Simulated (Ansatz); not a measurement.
# Si: a test of stability by relaxation, part 2 of 2

The task, for Si: break the symmetry and see whether a relaxation comes back and disturb the structure and relax it again.

Ansatz 0.2.0; DFT r2SCAN, scalar-relativistic, plane waves, PAW. Earlier steps stand in the parts before.

## Step 8: Relaxation of the disturbed structure

Input file input.yaml:

```yaml
crystal:
  lattice:
    - [4.6691238954, 2.3837480225, 1.858461324]
    - [-4.8040922357, 2.7631888927, 1.6484865547]
    - [0.2611212627, -5.4703755055, 2.2196954045]
  atoms:
    - { symbol: Si, position: [0.0160241552, 0.7125368093, 0.5159599753] }
    - { symbol: Si, position: [0.9841278268, 0.2829022686, 0.4809297223] }
    - { symbol: Si, position: [0.714514292, 0.7112746514, 0.7097490966] }
    - { symbol: Si, position: [0.2905698969, 0.4866363084, 0.9885569219] }
    - { symbol: Si, position: [0.4802383474, 0.983415969, 0.2854522213] }
    - { symbol: Si, position: [0.7131662859, 0.5189557823, 0.0179890247] }
    - { symbol: Si, position: [0.285849975, 0.2888776514, 0.288981737] }
    - { symbol: Si, position: [0.5155092207, 0.0154005596, 0.7123813009] }
basis:
  ecutwfc: 500
kpoints:
  mp_grid: { grid: [6, 6, 6] }
hamiltonian:
  xc: r2scan
scf:
  occupations: { method: gaussian, width: 0.15 }
output:
  forces: true
  stress: true
  eigenvalues: true
relax:
  adjacent_minimum: "off"
  f_tol: 0.01
  max_steps: 80
  cell: { stress_tol: 0.1 }
```

The run is started by

```bash
ansatz run input.yaml --threads 2 --pin off --max-ram 5120MiB --backend cpu --events-out ev --progress --plain --runs-dir out
```

Standard output:

```text
Warning: RAYON_NUM_THREADS=2 ignored (pool sized by the plan → 2); use --threads N
Engine: ansatz 0.2.0, aarch64-unknown-linux-gnu
Pseudopotentials: kind: paw
Pseudopotential: Si, paw, valence charge 4, recommended cutoff 500 eV (meta_gga), Si.paw.azcp
Functional definition: r2SCAN
  parameter k0 = 0.174
  parameter k1 = 0.065
  parameter a1 = 4.9479
  exchange = r2scan_x(k0 = k0, k1 = k1, a1 = a1)
  correlation = r2scan_c
Crystal: 8 atoms, lattice volume = 144.688 Å³
Basis set: ecut = 500 eV, 3685 PW (Γ), exchange–correlation on 180×180×180 points (64 copies of the dense FFT grid, shifted against one another)
Bands: 24, of which v1, the nominal top of the filled ones, is band 16 counted from 1 (15 counted from 0)
Symmetry: 1 space group operations
Space group: P1 (ITA 1), of the structure as read, at distance tolerance 5.2e-5 Å
k-points: 112 of 216 (time reversal used)
Non-local potential: Si, projectors of the file, l = 0: 2, l = 1: 2, l = 2: 2
PAW form: soft (Blöchl's): semilocal exchange-correlation on the pseudo side does not see the compensation charge
PAW frozen core: Si, regenerated for the run's functional (the file was generated under x = pbe(κ = 0.804, μ = 0.2195149727645171), c = pbe(β = 0.06672455060314922))
PAW one-centre angular grid: Si, 302 points (default); XC on 160 Gauss nodes
Initial density: superposition of atomic densities (neutral atoms: chi_scale 0, normalization atom), corrected by the library's trained network
Initial wavefunctions: pseudopotential atomic-orbital guess
Functional: x = r2scan, c = r2scan; τ floored in thin density (d = 2e-4 eV/Å³)
SCF iter   1: F=—  HF=-5109.922968 eV  |F-HF|=—  |Δ(HF+E_count)|=         —  Δρ=5.41e-3  dr2=3.64e-2  dr2_τ=5.20e-2  ethr=1.77e-3  ⟨swp⟩=7.0  Hψ=15843  notcnv=0
preconditioner: auto → Kerker (q_TF=auto, 2.122 Å⁻¹)  [metal: Δε(μ)=0.023 eV  Ē_g=8.265 eV  σ=0.150 eV  W_gap=0.08  n_scr=18 (ndim 8)  ℏωp=17.5 eV  f_vac=0.000  D(μ)=0.69/eV (n_scr^D=0)]
SCF iter   2: F=—  HF=-5110.013603 eV  |F-HF|=—  |Δ(HF+E_count)|=   9.06e-2  Δρ=3.69e-3  dr2=1.71e-2  dr2_τ=5.07e-5  ethr=1.14e-4  ⟨swp⟩=2.0  Hψ=5387  notcnv=0  defer=1
SCF iter   3: F=—  HF=-5110.013483 eV  |F-HF|=—  |Δ(HF+E_count)|=   1.20e-4  Δρ=6.26e-4  dr2=4.62e-4  dr2_τ=1.31e-5  ethr=5.33e-5  ⟨swp⟩=2.6  Hψ=4261  notcnv=0  defer=1
SCF iter   4: F=—  HF=-5110.013784 eV  |F-HF|=—  |Δ(HF+E_count)|=   3.01e-4  Δρ=2.22e-4  dr2=6.02e-5  dr2_τ=3.87e-7  ethr=1.44e-6  ⟨swp⟩=2.9  Hψ=4459  notcnv=0  defer=1
SCF iter   5: F=—  HF=-5110.013858 eV  |F-HF|=—  |Δ(HF+E_count)|=   7.45e-5  Δρ=3.21e-5  dr2=2.01e-6  dr2_τ=1.39e-8  ethr=1.88e-7  ⟨swp⟩=2.0  Hψ=4138  notcnv=0  defer=1
SCF iter   6: F=-5110.013859 eV  HF=-5110.013859 eV  |F-HF|=2.72e-8  |Δ(HF+E_count)|=   1.37e-6  Δρ=5.74e-6  dr2=8.54e-8  dr2_τ=7.53e-10  ethr=3.13e-10  ⟨swp⟩=8.7  Hψ=15073  notcnv=0
SCF 1 converged in 6 iterations: F = -5110.013859 eV  dr2 = 8.54e-8
relax step   1: F+E_penalty+E_count = -5110.01385947 eV  Δ(F+E_penalty+E_count) = +0.000e0 eV  max|allowed force component| = 1.045e0 eV/Å  Δτ_max = 0.0000 Å  P = +2.179 GPa  Ω = 144.688 Å³  (6 SCF iters, dr2 threshold 1.00e-7 eV, accepted)
Crystal: 8 atoms, lattice volume = 145.058 Å³
Basis set: ecut = 500 eV, 3689 PW (Γ), exchange–correlation on 180×180×180 points (64 copies of the dense FFT grid, shifted against one another)
Initial density: handed on by an earlier stage of this run
Initial wavefunctions: those handed on with the density
iter 1 solved again at ethr=2.00e-4 eV; its pass at ethr=3.10e-3 eV (dr2=6.39e-2 eV) is discarded
SCF iter   1: F=—  HF=-5110.813227 eV  |F-HF|=—  |Δ(HF+E_count)|=         —  Δρ=6.05e-3  dr2=6.77e-2  dr2_τ=3.19e-3  ethr=2.00e-4  ⟨swp⟩=1.2  Hψ=17768  notcnv=0
preconditioner: auto → Resta (q_TF=auto, 2.121 Å⁻¹)  ε∞=5.4  [insulator: Δε(μ)=0.163 eV  Ē_g=8.282 eV  σ=0.150 eV  W_gap=0.56  n_scr=18 (ndim 8)  ℏωp=17.4 eV  f_vac=0.000  D(μ)=0.18/eV (n_scr^D=0)  ε∞_Penn≈5.4]
SCF iter   2: F=—  HF=-5110.811636 eV  |F-HF|=—  |Δ(HF+E_count)|=   1.59e-3  Δρ=3.43e-3  dr2=2.06e-2  dr2_τ=2.05e-5  ethr=2.00e-4  ⟨swp⟩=2.0  Hψ=4177  notcnv=0
SCF iter   3: F=—  HF=-5110.807520 eV  |F-HF|=—  |Δ(HF+E_count)|=   4.12e-3  Δρ=3.59e-4  dr2=2.12e-4  dr2_τ=2.08e-6  ethr=6.45e-5  ⟨swp⟩=2.4  Hψ=4350  notcnv=0
SCF iter   4: F=—  HF=-5110.807643 eV  |F-HF|=—  |Δ(HF+E_count)|=   1.24e-4  Δρ=1.21e-4  dr2=2.01e-5  dr2_τ=1.10e-7  ethr=6.62e-7  ⟨swp⟩=2.1  Hψ=4382  notcnv=0
SCF iter   5: F=-5110.807657 eV  HF=-5110.807657 eV  |F-HF|=3.91e-7  |Δ(HF+E_count)|=   1.35e-5  Δρ=2.12e-5  dr2=7.84e-7  dr2_τ=8.13e-9  ethr=2.50e-9  ⟨swp⟩=5.7  Hψ=16139  notcnv=0
SCF 2 converged in 5 iterations: F = -5110.807657 eV  dr2 = 7.84e-7
relax step   2: F+E_penalty+E_count = -5110.80765730 eV  Δ(F+E_penalty+E_count) = -7.938e-1 eV  max|allowed force component| = 6.026e-1 eV/Å  Δτ_max = 0.0345 Å  P = +0.557 GPa  Ω = 145.058 Å³  energy of the carried Pulay correction = -1.790e-5 eV  (5 SCF iters, dr2 threshold 8.00e-7 eV, accepted)
Crystal: 8 atoms, lattice volume = 145.370 Å³
iter 1 solved again at ethr=1.02e-4 eV; its pass at ethr=3.10e-3 eV (dr2=3.26e-2 eV) is discarded
SCF iter   1: F=—  HF=-5110.964273 eV  |F-HF|=—  |Δ(HF+E_count)|=         —  Δρ=4.65e-3  dr2=3.37e-2  dr2_τ=2.10e-3  ethr=1.02e-4  ⟨swp⟩=1.0  Hψ=17092  notcnv=0
preconditioner: auto → Resta (q_TF=auto, 2.120 Å⁻¹)  ε∞=5.4  [insulator: Δε(μ)=0.310 eV  Ē_g=8.283 eV  σ=0.150 eV  W_gap=0.52  n_scr=18 (ndim 8)  ℏωp=17.4 eV  f_vac=0.000  D(μ)=0.17/eV (n_scr^D=0)  ε∞_Penn≈5.4]
SCF iter   2: F=—  HF=-5110.966676 eV  |F-HF|=—  |Δ(HF+E_count)|=   2.40e-3  Δρ=2.70e-3  dr2=1.06e-2  dr2_τ=1.64e-5  ethr=1.02e-4  ⟨swp⟩=2.0  Hψ=4069  notcnv=0
SCF iter   3: F=—  HF=-5110.965195 eV  |F-HF|=—  |Δ(HF+E_count)|=   1.48e-3  Δρ=2.35e-4  dr2=1.01e-4  dr2_τ=1.17e-6  ethr=3.32e-5  ⟨swp⟩=2.7  Hψ=4620  notcnv=0
SCF iter   4: F=—  HF=-5110.965256 eV  |F-HF|=—  |Δ(HF+E_count)|=   6.14e-5  Δρ=8.24e-5  dr2=9.94e-6  dr2_τ=6.12e-8  ethr=3.17e-7  ⟨swp⟩=2.3  Hψ=4356  notcnv=0
SCF iter   5: F=-5110.965263 eV  HF=-5110.965263 eV  |F-HF|=1.62e-7  |Δ(HF+E_count)|=   6.09e-6  Δρ=1.25e-5  dr2=2.61e-7  dr2_τ=3.06e-9  ethr=2.50e-9  ⟨swp⟩=5.3  Hψ=15196  notcnv=0
SCF 3 converged in 5 iterations: F = -5110.965263 eV  dr2 = 2.61e-7
relax step   3: F+E_penalty+E_count = -5110.96526272 eV  Δ(F+E_penalty+E_count) = -1.576e-1 eV  max|allowed force component| = 4.122e-2 eV/Å  Δτ_max = 0.0445 Å  P = +0.044 GPa  Ω = 145.370 Å³  energy of the carried Pulay correction = -3.300e-5 eV  (5 SCF iters, dr2 threshold 8.00e-7 eV, accepted)
Crystal: 8 atoms, lattice volume = 145.413 Å³
Basis set: ecut = 500 eV, 3673 PW (Γ), exchange–correlation on 180×180×180 points (64 copies of the dense FFT grid, shifted against one another)
iter 1 solved again at ethr=5.96e-7 eV; its pass at ethr=3.10e-3 eV (dr2=1.91e-4 eV) is discarded
SCF iter   1: F=—  HF=-5110.966336 eV  |F-HF|=—  |Δ(HF+E_count)|=         —  Δρ=3.99e-4  dr2=2.13e-4  dr2_τ=1.03e-5  ethr=5.96e-7  ⟨swp⟩=2.9  Hψ=15792  notcnv=0
preconditioner: auto → Resta (q_TF=auto, 2.120 Å⁻¹)  ε∞=5.4  [insulator: Δε(μ)=0.345 eV  Ē_g=8.282 eV  σ=0.150 eV  W_gap=0.57  n_scr=18 (ndim 8)  ℏωp=17.4 eV  f_vac=0.000  D(μ)=0.17/eV (n_scr^D=0)  ε∞_Penn≈5.4]
SCF iter   2: F=—  HF=-5110.966402 eV  |F-HF|=—  |Δ(HF+E_count)|=   6.57e-5  Δρ=2.39e-4  dr2=7.00e-5  dr2_τ=1.27e-7  ethr=5.96e-7  ⟨swp⟩=2.0  Hψ=4303  notcnv=0
SCF iter   3: F=—  HF=-5110.966406 eV  |F-HF|=—  |Δ(HF+E_count)|=   4.15e-6  Δρ=2.14e-5  dr2=7.04e-7  dr2_τ=1.20e-8  ethr=2.19e-7  ⟨swp⟩=2.8  Hψ=4606  notcnv=0
SCF iter   4: F=-5110.966406 eV  HF=-5110.966406 eV  |F-HF|=3.50e-8  |Δ(HF+E_count)|=   3.00e-7  Δρ=6.51e-6  dr2=5.67e-8  dr2_τ=4.64e-10  ethr=1.60e-9  ⟨swp⟩=6.1  Hψ=12360  notcnv=0
SCF 4 converged in 4 iterations: F = -5110.966406 eV  dr2 = 5.67e-8
relax step   4: F+E_penalty+E_count = -5110.96640646 eV  Δ(F+E_penalty+E_count) = -1.144e-3 eV  max|allowed force component| = 7.466e-3 eV/Å  Δτ_max = 0.0061 Å  P = +0.014 GPa  Ω = 145.413 Å³  energy of the carried Pulay correction = -3.510e-5 eV  (4 SCF iters, dr2 threshold 5.11e-7 eV, accepted)
Initial wavefunctions: pseudopotential atomic-orbital guess (no wavefunctions were taken with the density)
iter 1 solved again at ethr=1.42e-7 eV; its pass at ethr=3.10e-3 eV (dr2=4.56e-5 eV) is discarded
SCF iter   1: F=—  HF=-5110.966157 eV  |F-HF|=—  |Δ(HF+E_count)|=         —  Δρ=4.47e-5  dr2=2.62e-7  dr2_τ=5.04e-7  ethr=1.42e-7  ⟨swp⟩=3.1  Hψ=23370  notcnv=0
preconditioner: auto → Resta (q_TF=auto, 2.120 Å⁻¹)  ε∞=5.4  [insulator: Δε(μ)=0.344 eV  Ē_g=8.283 eV  σ=0.150 eV  W_gap=0.57  n_scr=18 (ndim 8)  ℏωp=17.4 eV  f_vac=0.000  D(μ)=0.17/eV (n_scr^D=0)  ε∞_Penn≈5.4]
SCF iter   2: F=—  HF=-5110.966183 eV  |F-HF|=—  |Δ(HF+E_count)|=   2.59e-5  Δρ=2.36e-5  dr2=8.04e-8  dr2_τ=1.98e-8  ethr=8.20e-10  ⟨swp⟩=2.0  Hψ=4483  notcnv=0
SCF iter   3: F=—  HF=-5110.966184 eV  |F-HF|=—  |Δ(HF+E_count)|=   1.49e-6  Δρ=1.02e-6  dr2=1.03e-9  dr2_τ=5.19e-11  ethr=2.51e-10  ⟨swp⟩=2.0  Hψ=4483  notcnv=0
SCF iter   4: F=-5110.966184 eV  HF=-5110.966184 eV  |F-HF|=1.43e-10  |Δ(HF+E_count)|=   3.05e-9  Δρ=2.48e-7  dr2=7.68e-11  dr2_τ=2.14e-12  ethr=1.00e-12  ⟨swp⟩=6.1  Hψ=11179  notcnv=0
SCF 5 converged in 4 iterations: F = -5110.966184 eV  dr2 = 7.68e-11
relax step   5: F+E_penalty+E_count = -5110.96618434 eV  Δ(F+E_penalty+E_count) = +2.221e-4 eV  max|allowed force component| = 7.395e-3 eV/Å  Δτ_max = 0.0000 Å  P = +0.015 GPa  Ω = 145.413 Å³  stress off target by 4.74e-2 GPa  SCF on the basis re-selected at this cell (its energy is not comparable with the rows above)  (4 SCF iters)
basis re-selected at this cell: Δ(F+E_penalty+E_count) = +2.221e-4 eV, ΔP = +0.001 GPa vs the last step (what re-selecting the basis moved, of the pressure what is left beyond the Pulay correction that the steps carried, after the strain that the cell walked since its last selection, with what the two solves' SCF thresholds leave and, on support functions, any second-order correction that the steps lacked; it is no measure of the basis error at this ecutwfc). This SCF's stress stands 4.74e-2 GPa from its target on what of the cell is left free (relax.cell.stress_tol is 1.00e-1 GPa) and its largest allowed force component is 7.40e-3 eV/Å (relax.f_tol is 1.00e-2 eV/Å): within both
SCF converged after 4 iterations
Free energy (F): -5110.966184 eV
Harris-Foulkes:  -5110.966184 eV  (|F-HF|=1.43e-10)
Internal energy: -5110.964255 eV  (E = F + TS)
E sigma→0 (E₀):  -5110.965219 eV
Entropy (-TS):   -0.001930 eV (-0.241 meV/atom)
Fermi energy:    7.582179 eV
--- Per-component energies (eV) ---
  E_band       = 61.883419
  E_kinetic    = 323.868966
  E_local      = -140.798954  (includes V_loc(G=0)·N_el)
  E_nonlocal   = 199.089619
  E_hartree    = 41.054887
  E_xc         = -412.639856
  E_vxc        = -398.722981  (∫ρ·V_xc dr)
  E_paw        = -4155.253489  (= ΣΔE_a)
  E_vpaw       = -19.167853  (= ΣTr[D̂ρ^β])
  E_aug_tail   = 0.000036  (compensation charges beyond the density's cutoff)
  E_vtau       = 15.504804  (kinetic-family band-sum trace: ∫τ·v_τ [+ j·A + Jᵃ·Aᵃ] dr)
  E_ewald      = -965.673999
  E_core_change = -0.611464  (= ΣΔE_core)
  E_smearing   = -0.001930  (= −TS)
  E_closure    = 0.000000  (closes the sum)
  Σ components = -5110.966184   (vs F -5110.966184, Δ=0.00e0)
--- Forces (eV/Å), atoms counted from 1 ---
  atom   1  Si    -0.00122260     0.00261394     0.00262023
  atom   2  Si    -0.00156815    -0.00275040    -0.00085445
  atom   3  Si    -0.00074597     0.00083585    -0.00739534
  atom   4  Si     0.00133346    -0.00104309    -0.00177481
  atom   5  Si     0.00184788    -0.00009244     0.00250421
  atom   6  Si     0.00027390    -0.00080770     0.00051672
  atom   7  Si     0.00297716     0.00134825     0.00726634
  atom   8  Si    -0.00289573    -0.00010412    -0.00288305
  max |Σ_I F_I| component: 2.88e-7 eV/Å
--- Stress (GPa, compression-positive) ---
        0.046235      -0.003346      -0.006591
       -0.003346       0.011114       0.005740
       -0.006591       0.005739      -0.012393
  P = ⅓ Tr σ = 0.0150 GPa (0.150 kbar)
--- Band table (eV; the first three rows and the last of 112) ---
  k-point 0: bands = ["-5.8215", "-1.1736", "-0.7847", "-0.7832", "-0.5034", "0.7344", "0.7351", "0.8575", "2.4455", "2.4458", "3.0499", "3.3562", "3.3574", "6.0507", "6.0518", "6.6165", "9.5155", "9.7740", "9.7755", "11.7935", "11.7958", "12.4681", "12.6719", "12.6734"]
  k-point 1: bands = ["-5.6476", "-1.7046", "-1.3389", "-0.9092", "-0.6213", "0.6114", "0.9265", "1.5003", "2.2162", "2.8270", "3.6534", "3.8984", "4.3436", "5.3997", "5.5815", "6.3816", "9.7825", "10.2595", "10.3964", "10.7858", "11.0100", "11.4277", "12.1708", "12.6969"]
  k-point 2: bands = ["-5.1458", "-2.9428", "-1.7220", "-1.2087", "-0.7740", "0.3213", "1.4451", "2.3681", "2.4919", "3.8524", "4.0246", "4.5657", "4.9898", "5.2388", "5.9060", "6.3976", "8.5430", "9.1732", "9.6986", "10.3241", "10.6396", "10.9429", "11.8364", "11.9338"]
  k-point 111: bands = ["-3.2922", "-3.2912", "-3.0474", "-2.1475", "-1.6059", "-1.6044", "3.1183", "4.0024", "4.0125", "4.0140", "4.4472", "4.4489", "5.0606", "5.4388", "7.6206", "7.6219", "9.3303", "10.1346", "10.5104", "10.5115", "10.6638", "10.6640", "10.7010", "10.9223"]
--- Relaxed structure (4 steps of the walk, 4 accepted, 1 SCFs on fresh bases) ---
  F+E_penalty+E_count = -5110.96618434 eV   max|allowed force component| = 7.395e-3 eV/Å   (the final SCF, on the basis selected at the relaxed cell)
  cell:  # Å, volume = 145.4135 Å³
    - [4.713212408772163, 2.7218426019204234, 1.889108548793478]
    - [-4.713128918510199, 2.7215544620788896, 1.8892569316561914]
    - [-0.000284553003731515, -5.44343232294074, 1.8895007627236329]
  atoms:
    - { symbol: Si, position: [0.016183537381279534, 0.7141963182458572, 0.5175435210765447] }
    - { symbol: Si, position: [0.9838069923146253, 0.28565597469663684, 0.4824218390020983] }
    - { symbol: Si, position: [0.7125430717038501, 0.7124602464048824, 0.7125206570894907] }
    - { symbol: Si, position: [0.28574226974230676, 0.48254312548979517, 0.9838153202598856] }
    - { symbol: Si, position: [0.4823828409095009, 0.9838551958778418, 0.28572364308813725] }
    - { symbol: Si, position: [0.7142685869147898, 0.5175221551363233, 0.016192247065123733] }
    - { symbol: Si, position: [0.2874603507673156, 0.28759344357033, 0.2875031836102499] }
    - { symbol: Si, position: [0.5176123501663319, 0.01617354057833348, 0.7142795888084694] }
```

It took 3.4 min on 2 threads of Arm Neoverse V1, shared host; peak memory 0.94 GiB.

Step by step:

| step | E - E(step 1) (eV/cell) | largest force component (eV/Å) | pressure (GPa) | volume (Å³) |
| --- | --- | --- | --- | --- |
| 1 | 0.0000 | 1.0448 | 2.18 | 144.69 |
| 2 | -0.7938 | 0.6026 | 0.56 | 145.06 |
| 3 | -0.9514 | 0.0412 | 0.04 | 145.37 |
| 4 | -0.9525 | 0.0075 | 0.01 | 145.41 |
| 5 | -0.9523 | 0.0074 | 0.01 | 145.41 |

Step 1 is the start. Step 5 repeats the geometry before it on a plane-wave basis chosen anew for that cell, so its energy need not be comparable with the rows above.

|  | before | after | change |
| --- | --- | --- | --- |
| a (Å) | 5.562 | 5.761 | +3.6 % |
| b (Å) | 5.782 | 5.761 | -0.4 % |
| c (Å) | 5.909 | 5.762 | -2.5 % |
| α (°) | 111.84 | 109.80 | -1.8 % |
| β (°) | 103.54 | 109.81 | +6.1 % |
| γ (°) | 113.42 | 109.79 | -3.2 % |
| volume (Å³/atom) | 18.09 | 18.18 | +0.5 % |
| shortest distance (Å) | 2.231 | 2.344 | +5.1 % |
| space group (0.01 Å) | P1 | R-3 | changed |

## Step 9: Outcome

What follows sums up all 2 parts. Changes of volume or cell count from the first structure of part 1.

```
                                                                           quantity                                  value
                  cost of the disturbance (test of stability by relaxation, step 3)                         277.2 meV/atom
end of the relaxation, from the reference (test of stability by relaxation, step 3)                        +157.9 meV/atom
                        final space group (test of stability by relaxation, step 3)  P-1 (tolerance 0.05 Å; reference R-3)
                  cost of the disturbance (test of stability by relaxation, step 6)                         119.0 meV/atom
end of the relaxation, from the reference (test of stability by relaxation, step 6)                          -0.0 meV/atom
                        final space group (test of stability by relaxation, step 6)  R-3 (tolerance 0.05 Å; reference R-3)
                            volume change (test of stability by relaxation, step 6)                                -0.05 %
```

What this shows: Test of stability by relaxation, step 3: it ends 157.9 meV/atom above the reference, since the strained cell was held fixed. Test of stability by relaxation, step 6: the relaxation returns to the undisturbed structure, within 1.5 meV/atom: a sign of a true local minimum against this disturbance.
